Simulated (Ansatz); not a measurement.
Crystal: TiO2.

```
Ti O
1.0
     4.59984    0.00000    0.00000
     0.00000    4.59984    0.00000
     0.00000    0.00000    2.95921
Ti O
2 4
Direct
  0.00000 0.00000 0.50000
  0.50000 0.50000 0.00000
  0.30432 0.30432 0.50000
  0.19568 0.80432 0.00000
  0.80432 0.19568 0.00000
  0.69568 0.69568 0.50000
```

The cell is a database's computed one.

- Program: Ansatz 0.2.0
- Task: relaxation of cell and atoms
- Functional: rPW86-PBE
- Potentials or basis: Ansatz PAW
- Cutoff: 420 eV (not typed: the program's choice for these potentials)
- k mesh: 6 × 6 × 9
- Occupations: fermi-dirac, width 0.05 eV
- Spin: no spin polarisation

At the start: volume 10.44 Å³/atom.

**Question.** Where does the relaxation end?

**Answer.** It ends after 8 steps and the volume is 10.90 Å³/atom (+4.5 %); space group P4_2/mnm (No. 136, to 0.05 Å).

Step by step:
```
step  energy change (eV)  largest force (eV/Å)  volume (Å³)
   1              0.0000                0.0945        62.61
   2             -0.0631                0.0372        64.52
   3             -0.0658                0.0317        65.20
   4             -0.0658                0.0072        65.28
   5             -0.0658                0.0008        65.28
   6             -0.0816                0.0008        65.28
   7             -0.0812                0.0004        65.42
   8             -0.0819                0.0004        65.42
```

Final structure:
```yaml
crystal:
  lattice:
    - [4.67939, 0.00000, 0.00000]
    - [0.00000, 4.67939, 0.00000]
    - [0.00000, 0.00000, 2.98788]
  atoms:
    - { symbol: Ti, position: [0.00000, 0.00000, 0.50000] }
    - { symbol: Ti, position: [0.50000, 0.50000, 0.00000] }
    - { symbol: O, position: [0.30523, 0.30523, 0.50000] }
    - { symbol: O, position: [0.19477, 0.80523, 0.00000] }
    - { symbol: O, position: [0.80523, 0.19477, 0.00000] }
    - { symbol: O, position: [0.69477, 0.69477, 0.50000] }
```

Caveat: the plane-wave basis is chosen anew once the cell has moved, so the energies of steps on either side of that aren't comparable; the pressure holds a Pulay correction of +0.7 GPa for the finite cutoff; the PAW data sets come from PBE, with cores solved anew for the run's functional, which leaves a small shift of forces and pressure.
